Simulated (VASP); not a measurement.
A convergence study with VASP on SrF$_{2}$ (fluorite): one setting is varied, all else stays as given below, so the limit is that of these other settings.

```yaml
crystal:
  lattice:
    - [0.00000, 2.90000, 2.90000]
    - [2.90000, 0.00000, 2.90000]
    - [2.90000, 2.90000, 0.00000]
  atoms:
    - { symbol: Sr, position: [0.00000, 0.00000, 0.00000] }
    - { symbol: F, position: [0.25000, 0.25000, 0.25000] }
    - { symbol: F, position: [0.75000, 0.75000, 0.75000] }
```

Level of theory: PBE GGA, VASP's PBE PAW potentials (set 64) (plane waves; VASP). The tightest run used: 700 eV cut-off, 15×15×15 Γ-centred mesh, Gaussian smearing of 0.050 eV, potentials Sr_sv F.

```tsv
setting	E (eV/atom)	pressure (GPa)	irreducible k-points
1×1×1 mesh	-5.8953	-7.91	1
2×2×2 mesh	-5.6741	2.65	3
3×3×3 mesh	-5.6887	2.20	4
```

**Question.** These are the cheaper rows. Estimate the results at 15×15×15 mesh, and how far the last row shown lies from them.

**Answer.** 
```json
[
 {"quantity": "E (eV/atom)", "tightest run": "-5.6891", "last row shown is off by": "0.0003"},
 {"quantity": "pressure (GPa)", "tightest run": "2.20", "last row shown is off by": "0.01"}
]
```

Left out are rungs that failed or repeat a setting and relaxations that didn't move; long series are thinned to 24 rows.

The compound is SrF2 in the fluorite structure. The cell was not relaxed at this level.
